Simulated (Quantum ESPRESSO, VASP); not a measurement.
# Mo: the dispersion correction in 2 programs

The cell as given:

```cif
data_structure
_symmetry_space_group_name_H-M 'Im-3m'
_symmetry_Int_Tables_number 229
_cell_length_a 3.1676
_cell_length_b 3.1676
_cell_length_c 3.1676
_cell_angle_alpha 90.000
_cell_angle_beta 90.000
_cell_angle_gamma 90.000
_cell_volume 31.78
loop_
_atom_site_label
_atom_site_type_symbol
_atom_site_symmetry_multiplicity
_atom_site_Wyckoff_symbol
_atom_site_fract_x
_atom_site_fract_y
_atom_site_fract_z
_atom_site_occupancy
Mo1 Mo 2 a 0.00000 0.00000 0.00000 1
```

Kept alike: task relaxation of cell and atoms; functional revPBE; k mesh 12 × 12 × 12; occupations fermi-dirac, width 0.05 eV; no spin polarisation. The mesh is that of the run's cell of 1 atom. No spin-orbit coupling.

- A: Quantum ESPRESSO, PseudoDojo 0.4.1 SR PBE standard, made for PBE, cutoff 1088 eV
- B: VASP, PBE PAW files Mo_sv, 600 eV, made for PBE

```csv
dispersion correction,A: volume (Å³/atom),B: volume (Å³/atom)
none,15.940,15.957
D3,15.232,15.166
D3(BJ),15.185,15.121
```

Values on potentials made for another functional: all of A; all of B. Values hold for each row's relaxed cell, which stops near the pressure aimed at (zero). Programs can differ in the three-body term of D3, and some take D4 from an outside library. For a metal such a mesh leaves the last digits unconverged.

How large is the effect of the dispersion correction, and do the programs agree on it?

From none to D3(BJ) the volume moves by -0.755 in A, -0.836 in B (Å³/atom). Row by row the programs differ by 0.017 to 0.066, and over this span the shifts, as printed, agree within about 10 %. Shifts from none: D3 -0.708, -0.791; D3(BJ) -0.755, -0.836; the programs' shifts differ by up to 0.083.
